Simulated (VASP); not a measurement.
Rh: equation of state with PBEsol

**Measured values to compare with.**

From “Thermal equation of state of rhodium characterized by XRD in a resistively heated diamond anvil cell”, 2024, pmc:11535440, for a bulk crystal of Rh: bulk modulus 264 ± 1 GPa.

The system is Rh.

```
Rh
1.0
     0.00000    1.89785    1.89785
     1.89785    0.00000    1.89785
     1.89785    1.89785    0.00000
Rh
1
Direct
  0.00000 0.00000 0.00000
```

```
Program                : VASP 6.6.1
Task                   : equation of state
Functional             : PBEsol
Potentials or basis    : VASP PAW PBE potentials, release 64 (Rh_pv)
Cutoff                 : 520 eV
k mesh                 : 12 × 12 × 12
Occupations            : fermi-dirac, width 0.05 eV
Spin                   : no spin polarisation
Ladder                 : free
Further INCAR settings : ALGO = Normal; EDIFF = 1e-07; NBANDS = 14
```

```
Equilibrium volume                      : 13.50 Å³/atom
Bulk modulus                            : 296 GPa
Pressure derivative of the bulk modulus : 5.2
```

Energy against volume, from the lowest point:
```csv
volume (Å³/atom),energy (meV/atom)
12.851,30.89
13.125,9.38
13.398,0.00
13.671,1.36
13.945,12.19
14.218,31.38
14.492,57.91
```

All runs of the series together: 110 s on 1 thread of Intel(R) Xeon(R) Platinum 8375C CPU @ 2.90GHz (Ice Lake), on a shared host.

A measured bulk modulus of Rh is 264 GPa (quoted in “Thermal equation of state of rhodium characterized by XRD in a resistively heated diamond anvil cell”, 2024, pmc:11535440); the calculated 296 GPa misses it by +12.2 %. The fit is for a static lattice scaled at fixed shape and fixed fractional positions.

Caveat: the PAW data sets were made with another functional, which shifts forces and pressure a little.
